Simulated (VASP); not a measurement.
# MgH2 (Fm-3m) in VASP: notebook, part 2 of 3

VASP 6.6.1. The steps go on from the part before.

### Step 3. Single point, PBE

The input, run.py:

```python
from ase.calculators.vasp import Vasp
from ase.dft.bandgap import bandgap
from ase.io import read

atoms = read('MgH2.cif', primitive_cell=True, subtrans_included=False)
calc = Vasp(
    directory='calc',
    xc='pbe',
    pp='PBE',
    setups='minimal',
    prec='Accurate',
    encut=500,
    ediff=1e-07,
    ismear=0,
    sigma=0.02,
    lreal=False,
    lasph=True,
    nelm=60,
    algo='Fast',
    isif=2,
    lwave=False,
    lcharg=False,
    kpts=[10, 10, 10],
    gamma=True,
)
atoms.calc = calc

print('energy (eV):', atoms.get_potential_energy())
print('free energy (eV):', atoms.get_potential_energy(force_consistent=True))
print('forces (eV/A):')
print(atoms.get_forces())
print('stress (eV/A^3, Voigt):', atoms.get_stress())
print('Fermi level (eV):', calc.get_fermi_level())
gap, top, bottom = bandgap(calc)
print('band gap (eV):', gap, 'from (spin, k, band)', top, 'to', bottom)
```

The input, MgH2.cif:

```cif
data_MgH2
_cell_length_a 4.76213433
_cell_length_b 4.76213433
_cell_length_c 4.76213433
_cell_angle_alpha 90.00000000
_cell_angle_beta 90.00000000
_cell_angle_gamma 90.00000000
_space_group_name_H-M_alt 'Fm-3m'
_space_group_name_Hall '-F 4 2 3'
_space_group_IT_number 225
loop_
_space_group_symop_operation_xyz
'x,y,z'
'-x,-y,-z'
'-y,x,z'
'y,-x,-z'
'-x,-y,z'
'x,y,-z'
'y,-x,z'
'-y,x,-z'
'x,-y,-z'
'-x,y,z'
'-y,-x,-z'
'y,x,z'
'-x,y,-z'
'x,-y,z'
'y,x,-z'
'-y,-x,z'
'z,x,y'
'-z,-x,-y'
'z,-y,x'
'-z,y,-x'
'z,-x,-y'
'-z,x,y'
'z,y,-x'
'-z,-y,x'
'-z,x,-y'
'z,-x,y'
'-z,-y,-x'
'z,y,x'
'-z,-x,y'
'z,x,-y'
'-z,y,x'
'z,-y,-x'
'y,z,x'
'-y,-z,-x'
'x,z,-y'
'-x,-z,y'
'-y,z,-x'
'y,-z,x'
'-x,z,y'
'x,-z,-y'
'-y,-z,x'
'y,z,-x'
'-x,-z,-y'
'x,z,y'
'y,-z,-x'
'-y,z,x'
'x,-z,y'
'-x,z,-y'
'x,y+1/2,z+1/2'
'-x,-y+1/2,-z+1/2'
'-y,x+1/2,z+1/2'
[... 62 lines left out ...]
'-z+1/2,-x,-y+1/2'
'z+1/2,-y,x+1/2'
'-z+1/2,y,-x+1/2'
'z+1/2,-x,-y+1/2'
'-z+1/2,x,y+1/2'
'z+1/2,y,-x+1/2'
'-z+1/2,-y,x+1/2'
'-z+1/2,x,-y+1/2'
'z+1/2,-x,y+1/2'
'-z+1/2,-y,-x+1/2'
'z+1/2,y,x+1/2'
'-z+1/2,-x,y+1/2'
'z+1/2,x,-y+1/2'
'-z+1/2,y,x+1/2'
'z+1/2,-y,-x+1/2'
'y+1/2,z,x+1/2'
'-y+1/2,-z,-x+1/2'
'x+1/2,z,-y+1/2'
'-x+1/2,-z,y+1/2'
'-y+1/2,z,-x+1/2'
'y+1/2,-z,x+1/2'
'-x+1/2,z,y+1/2'
'x+1/2,-z,-y+1/2'
'-y+1/2,-z,x+1/2'
'y+1/2,z,-x+1/2'
'-x+1/2,-z,-y+1/2'
'x+1/2,z,y+1/2'
'y+1/2,-z,-x+1/2'
'-y+1/2,z,x+1/2'
'x+1/2,-z,y+1/2'
'-x+1/2,z,-y+1/2'
'x+1/2,y+1/2,z'
'-x+1/2,-y+1/2,-z'
'-y+1/2,x+1/2,z'
'y+1/2,-x+1/2,-z'
'-x+1/2,-y+1/2,z'
'x+1/2,y+1/2,-z'
'y+1/2,-x+1/2,z'
'-y+1/2,x+1/2,-z'
'x+1/2,-y+1/2,-z'
'-x+1/2,y+1/2,z'
'-y+1/2,-x+1/2,-z'
'y+1/2,x+1/2,z'
'-x+1/2,y+1/2,-z'
'x+1/2,-y+1/2,z'
'y+1/2,x+1/2,-z'
'-y+1/2,-x+1/2,z'
'z+1/2,x+1/2,y'
'-z+1/2,-x+1/2,-y'
'z+1/2,-y+1/2,x'
'-z+1/2,y+1/2,-x'
'z+1/2,-x+1/2,-y'
'-z+1/2,x+1/2,y'
'z+1/2,y+1/2,-x'
'-z+1/2,-y+1/2,x'
'-z+1/2,x+1/2,-y'
'z+1/2,-x+1/2,y'
'-z+1/2,-y+1/2,-x'
'z+1/2,y+1/2,x'
'-z+1/2,-x+1/2,y'
'z+1/2,x+1/2,-y'
'-z+1/2,y+1/2,x'
'z+1/2,-y+1/2,-x'
'y+1/2,z+1/2,x'
'-y+1/2,-z+1/2,-x'
'x+1/2,z+1/2,-y'
'-x+1/2,-z+1/2,y'
'-y+1/2,z+1/2,-x'
'y+1/2,-z+1/2,x'
'-x+1/2,z+1/2,y'
'x+1/2,-z+1/2,-y'
'-y+1/2,-z+1/2,x'
'y+1/2,z+1/2,-x'
'-x+1/2,-z+1/2,-y'
'x+1/2,z+1/2,y'
'y+1/2,-z+1/2,-x'
'-y+1/2,z+1/2,x'
'x+1/2,-z+1/2,y'
'-x+1/2,z+1/2,-y'
loop_
_atom_site_label
_atom_site_type_symbol
_atom_site_symmetry_multiplicity
_atom_site_Wyckoff_symbol
_atom_site_fract_x
_atom_site_fract_y
_atom_site_fract_z
_atom_site_occupancy
Mg1 Mg 4 a 0.0000000000 0.0000000000 0.0000000000 1
H1 H 8 c 0.2500000000 0.7500000000 0.7500000000 1
```

Potentials or basis: VASP PAW PBE potentials, release 64 (Mg, H).

Started as:

```bash
$ python run.py
```

The program printed:

```text
energy (eV): -8.49694082
free energy (eV): -8.49694082
forces (eV/A):
[[ 0. -0.  0.]
 [ 0.  0.  0.]
 [-0. -0. -0.]]
stress (eV/A^3, Voigt): [ 0.00332667  0.00332667  0.00332667  0.         -0.          0.        ]
Fermi level (eV): 2.99203289
band gap (eV): 0.0 from (spin, k, band) (None, None, None) to (None, None, None)
```

OUTCAR:

```text
ENCUT = 500.000000
   EDIFF = 1.00e-07
   GGA = PE
   PREC = Accurate
   ISIF = 2
   ISMEAR = 0
   NELM = 60
   LASPH = .TRUE.
   LREAL = .FALSE.

 ion  position               nearest neighbor table
   1  0.000  0.000  0.000-   2 2.06   2 2.06   2 2.06   2 2.06   3 2.06   3 2.06   3 2.06   3 2.06

   2  0.750  0.750  0.750-   1 2.06   1 2.06   1 2.06   1 2.06
   3  0.250  0.250  0.250-   1 2.06   1 2.06   1 2.06   1 2.06

  LATTYP: Found a face centered cubic cell.
 ALAT       =     4.7621343300

  Lattice vectors:

 A1 = (   0.0000000000,   2.3810671650,   2.3810671650)
 A2 = (   2.3810671650,   0.0000000000,   2.3810671650)
 A3 = (   2.3810671650,   2.3810671650,   0.0000000000)

Analysis of symmetry for initial positions (statically):
=====================================================================
 Subroutine PRICEL returns:
 Original cell was already a primitive cell.

 Routine SETGRP: Setting up the symmetry group for a
 face centered cubic supercell.

 Subroutine GETGRP returns: Found 48 space group operations
 (whereof 48 operations were pure point group operations)
 out of a pool of 48 trial point group operations.

The static configuration has the point symmetry O_h .

Analysis of symmetry for dynamics (positions and initial velocities):
=====================================================================
 Subroutine PRICEL returns:
 Original cell was already a primitive cell.

 Routine SETGRP: Setting up the symmetry group for a
 face centered cubic supercell.

 Subroutine GETGRP returns: Found 48 space group operations
 (whereof 48 operations were pure point group operations)
 out of a pool of 48 trial point group operations.

The dynamic configuration has the point symmetry O_h .

 Subroutine INISYM returns: Found 48 space group operations
 (whereof 48 operations are pure point group operations),
 and found     1 'primitive' translations

----------------------------------------------------------------------------------------

                                     Primitive cell

  volume of cell :      26.9988

  direct lattice vectors                    reciprocal lattice vectors
     0.000000000  2.381067165  2.381067165    -0.209989877  0.209989877  0.209989877
     2.381067165  0.000000000  2.381067165     0.209989877 -0.209989877  0.209989877
     2.381067165  2.381067165  0.000000000     0.209989877  0.209989877 -0.209989877

  length of vectors
     3.367337478  3.367337478  3.367337478     0.363713135  0.363713135  0.363713135

  position of ions in fractional coordinates (direct lattice)
[... 74 lines left out ...]
   ICHARG =      2    charge: 1-file 2-atom 10-const
   ISPIN  =      1    spin polarized calculation?
   LNONCOLLINEAR =      F non collinear calculations
   LSORBIT =      F    spin-orbit coupling
   LASPH  =      T    aspherical Exc in radial PAW
   ENCUT  =  500.0 eV  36.75 Ry    6.06 a.u.   6.14  6.14  6.14*2*pi/ulx,y,z
   NELM   =     60;   NELMIN=  2; NELMDL= -5     # of ELM steps
   EDIFF  = 0.1E-06   stopping-criterion for ELM
   LREAL  =      F    real-space projection
   EDIFFG = 0.1E-05   stopping-criterion for IOM
   NSW    =      0    number of steps for IOM
   IBRION =     -1    ionic relax: 0-MD 1-quasi-New 2-CG
[... 8 lines left out ...]
   EMIN   =  10.00;   EMAX   =-10.00  energy-range for DOS
   EFERMI =   0.00;   METHOD = LEGACY
   ISMEAR =     0;   SIGMA  =   0.02  broadening in eV -4-tet -1-fermi 0-gaus
   EFERMI_NEDOS =   21; number of points for ismear=-14 and -15
   IALGO  =     68    algorithm
   IMIX   =      4    mixing-type and parameters
     AMIX     =   0.40;   BMIX     =  1.00
     AMIX_MAG =   1.60;   BMIX_MAG =  1.00
  volume/ion in A,a.u.               =       9.00        60.73
  Fermi-wavevector in a.u.,A,eV,Ry     =   0.866257  1.636987 10.209817  0.750400
  Thomas-Fermi vector in A             =   1.984619
   LORBIT       =      0    0 simple, 1 ext, 2 COOP (PROOUT), +10 PAW based schemes
   GGA     = PE    functional components
   LHFCALC =     F    Hartree Fock is set to
   AEXX    =    0.0000 exact exchange contribution
   IVDW    =     0    specifies the selected vdW correction
   LEPSILON=     F    determine dielectric tensor
   LRPA    =     F    only Hartree local field effects (RPA)
 non-spin polarized calculation
 RMM-DIIS sequential band-by-band and
 Gauss-broadening in eV      SIGMA  =   0.02
  energy-cutoff  :      500.00
  volume of cell :       27.00
 maximum number of plane-waves:       701
 NGX is ok and might be reduce to    28
   NGX = 13   NGY = 13   NGZ = 13

 number of electron       4.0000000 magnetization

 Free energy of the ion-electron system (eV)
  ---------------------------------------------------
  ext. energy  EPLUGINS =         0.00000000
  ---------------------------------------------------
  free energy    TOTEN  =        -8.49694082 eV

  energy without entropy =       -8.49694082  energy(sigma->0) =       -8.49694082

 E-fermi :   2.9920     XC(G=0):  -8.9357

 val. band max:        2.8664020427   @ k =  -0.1000   0.1000   0.0000
 cond. band min:       3.0781768077   @ k =   0.5000   0.4000   0.0000
 fundamental gap:      0.2117747650
 Fermi energy:         2.9920328913

 k-point     1 :       0.0000    0.0000    0.0000
  band No.  band energies     occupation
      1      -6.9902      2.00000
      2       3.8776      0.00000
      3      12.2820      0.00000
      4      12.2820      0.00000
      5      12.2820      0.00000
      6      15.6047      0.00000
[... 199 lines left out ...]
 k-point    24 :       0.4000    0.3000    0.0000
  band No.  band energies     occupation
      1      -4.1098      2.00000
      2       0.7780      2.00000
      3       5.2640      0.00000
      4       7.9020      0.00000
      5       8.2891      0.00000
      6      12.3522      0.00000

 [... further k-points ...]
[... 5 lines left out ...]
  --------------------------------------------------------------------------------------
  -------------------------------------------------------------------------------------
  Total       -0.0898161     -0.0898161     -0.0898161      0.0000000      0.0000000      0.0000000
  in kB       -5.3299094     -5.3299094     -5.3299094      0.0000000      0.0000000      0.0000000
  external PRESSURE =      -5.3299094 kB  Pullay stress =       0.0000000 kB

 VOLUME and BASIS-vectors are now :
 -----------------------------------------------------------------------------
  energy-cutoff  :      500.00
  volume of cell :       27.00
      direct lattice vectors                 reciprocal lattice vectors
     0.000000000  2.381067165  2.381067165    -0.209989877  0.209989877  0.209989877
     2.381067165  0.000000000  2.381067165     0.209989877 -0.209989877  0.209989877
     2.381067165  2.381067165  0.000000000     0.209989877  0.209989877 -0.209989877

 POSITION                                       TOTAL-FORCE (eV/Angst)
 -----------------------------------------------------------------------------------
      0.00000      0.00000      0.00000         0.000000     -0.000000      0.000000
      3.57160      3.57160      3.57160         0.000000      0.000000      0.000000
      1.19053      1.19053      1.19053        -0.000000     -0.000000     -0.000000
 -----------------------------------------------------------------------------------
    total drift:                                0.000000      0.000000      0.000000

  FREE ENERGIE OF THE ION-ELECTRON SYSTEM (eV)
  ---------------------------------------------------
  free  energy   TOTEN  =        -8.4969408170 eV

  energy  without entropy=       -8.4969408170  energy(sigma->0) =       -8.49694082
```

INCAR:

```text
ENCUT = 500.000000
SIGMA = 0.020000
EDIFF = 1.00e-07
ALGO = Fast
GGA = PE
PREC = Accurate
ISIF = 2
ISMEAR = 0
NELM = 60
LASPH = .TRUE.
LCHARG = .FALSE.
LWAVE = .FALSE.
LREAL = .FALSE.
```

It took 14 s on 1 thread of AMD EPYC 7R13 (Zen 3), shared host; peak memory 0.12 GiB.

Results:

```yaml
Free_energy: -8.4969 eV
Pressure: -0.5 GPa
Band_gap_on_the_k_mesh: none (metal or under the smearing width)
```

### Step 4. Relaxation of cell and atoms, PBE0 (volume scaled by 0.92)

The input, POSCAR:

```
MgH2
1.0
    0.0000000000      2.3157993208      2.3157993208
    2.3157993208      0.0000000000      2.3157993208
    2.3157993208      2.3157993208      0.0000000000
Mg H
1 2
Direct
    0.0000000000      0.0000000000      0.0000000000
    0.2500000000      0.2500000000      0.2500000000
    0.7500000000      0.7500000000      0.7500000000
```

The input, INCAR.step1:

```
ALGO = Normal
EDIFF = 1E-5
ENCUT = 600
GGA = PE
ISMEAR = -1
LASPH = T
LCHARG = F
LREAL = F
LWAVE = T
NELM = 60
PREC = Accurate
SIGMA = 0.02
```

The input, INCAR.step2:

```
AEXX = 0.25
ALGO = Normal
EDIFF = 1E-6
EDIFFG = -0.005
ENCUT = 600
GGA = PE
HFRCUT = -1
IBRION = 2
ISIF = 3
ISMEAR = -1
ISTART = 1
LASPH = T
LCHARG = F
LHFCALC = T
LREAL = F
LWAVE = F
NELM = 60
NSW = 40
PREC = Accurate
PRECFOCK = Normal
SIGMA = 0.02
```

The input, KPOINTS:

```
k-points
0
Gamma
  5 5 5
```

Started as:

```bash
$ cat potpaw_PBE.64/Mg/POTCAR potpaw_PBE.64/H/POTCAR > POTCAR
$ cp INCAR.step1 INCAR
$ mpirun -np 1 vasp_std > vasp.out
$ cp INCAR.step2 INCAR
$ mpirun -np 1 vasp_std > vasp.out
```

Run time: 2.4 min. Hardware: 1 thread of AMD EPYC 7R13 (Zen 3), shared host; peak memory 0.14 GiB.

Results (log left out):

| Property | Result |
| --- | --- |
| Free energy | -10.0028 eV |
| Relaxed volume | 8.84 Å³/atom |
| Relaxed cell | a = 3.348 Å, b = 3.348 Å, c = 3.348 Å, α = 60.00°, β = 60.00°, γ = 60.00° |
| Space group after relaxing (to 0.05 Å) | Fm-3m (No. 225) |
| Energy gained by relaxing | 8.2 meV/atom |
| Ionic steps | 3 |
| Pressure after relaxing | 0.0 GPa |
| Band gap on the k mesh | 0.59 eV, indirect (least direct gap 4.82 eV) |

The path:
```tsv
step	energy change (eV)	largest force (eV/Å)	pressure (GPa)	volume (Å³)
1	0.0000	0.0000	4.42	24.84
2	-0.0164	0.0000	1.97	25.67
3	-0.0245	0.0000	0.01	26.53
```

Final structure:
```
Mg H
1.0
     0.00000    2.36732    2.36732
     2.36732    0.00000    2.36732
     2.36732    2.36732    0.00000
Mg H
1 2
Direct
  0.00000 0.00000 0.00000
  0.25000 0.25000 0.25000
  0.75000 0.75000 0.75000
```

Levels at points of the mesh, in eV from the valence-band top:
```
           k point  band 1  band 2  band 3  band 4  band 5  band 6
(0.00, 0.00, 0.00)  -12.15    0.00   10.22   10.22   10.22   13.00
```

Caveat: the k mesh is coarse (spacing up to 0.47 Å⁻¹), so the values aren't converged, least of all with exact exchange; the PAW data sets were made with another functional, which shifts forces and pressure a little; an odd mesh through Γ misses points on the zone boundary, where band edges often lie.

(Part 2 of 3 ends here.)
